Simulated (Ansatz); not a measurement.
Crystal: WS2 (Tungstenite).

```
CELL_PARAMETERS angstrom
3.18000 0.00000 0.00000
-1.59000 2.75396 0.00000
0.00000 0.00000 12.50000
ATOMIC_POSITIONS crystal
W 0.66667 0.33333 0.75000
W 0.33333 0.66667 0.25000
S 0.66667 0.33333 0.37500
S 0.33333 0.66667 0.87500
S 0.66667 0.33333 0.12500
S 0.33333 0.66667 0.62500
```

Program: Ansatz 0.2.0. Alike in all runs: task band structure; potentials or basis Ansatz PAW; no spin polarisation; cell as given; k mesh 10 × 10 × 3; smearing fermi-dirac 0.05 eV.

Q: Order these runs on this cell by their pressure, lowest first.
A. level r2SCAN; cutoff (eV) 500
B. level PBE; cutoff (eV) 420
C. level LDA; cutoff (eV) 420

A: C (-5.6 GPa), A (0.2 GPa), B (2.3 GPa).

Caveats: the PAW data sets come from PBE, with cores solved anew for the run's functional, which leaves a small shift of forces and pressure (some runs); this functional lacks dispersion, which binds the layers, so the pressure and a relaxed spacing across them are unreliable (some runs).
